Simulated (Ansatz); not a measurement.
The cell of C is invented: 4-connected net of one element (Cmcm, No. 63). The dimensions are guesses.

Space group Cmcm (No. 63). a = 4.623 Å, b = 5.001 Å, c = 4.342 Å, α = 90.00°, β = 90.00°, γ = 90.00°
```csv
atom,site,symmetry,x,y,z
C,16h,1,0.8354,0.1345,0.4251
```

Level of theory: Ansatz, DFT PBE, scalar-relativistic, plane waves, PAW. Cutoff 420 eV, Gaussian smearing, Γ-centred meshes. Cell and atoms relax first on a coarse mesh and then on a converged one. In between, the cell is made exact in the group found at 0.06 Å. The steps can't lower the symmetry of their start. No spin polarisation.

A guess keeps its type if space group and coordination stay and the shape of the cell changes little (axis ratios within about 15 %, angles within 6°); the volume may change.

Q: Does it keep its structure type, or change into something else?

A: It keeps its type. The symmetry stays Cmcm (No. 63). The volume per atom grows by 5.9 %, from 6.3 to 6.6 Å³. The shortest distance goes from 1.49 Å (C–C) to 1.50 Å (C–C). Counting neighbours within 15 % of an atom's shortest distance, the start has C 4 and the end C 4.

Energies count from the standard state of C at the same level.

Q: At what energy does it end?

A: +0.548 eV/atom. So it is a metastable form at best.

The last run used an 8×8×6 mesh (in the run's order of axes) for its 8-atom cell and Gaussian smearing of 0.02 eV. The reference form of C is held partly by dispersion forces, which this level lacks. A structure relaxed within its symmetry needn't be a true minimum. Another cell of C relaxed alike, in Fd-3m, lies 0.41 eV/atom lower, so this cell isn't the stable form at this level.
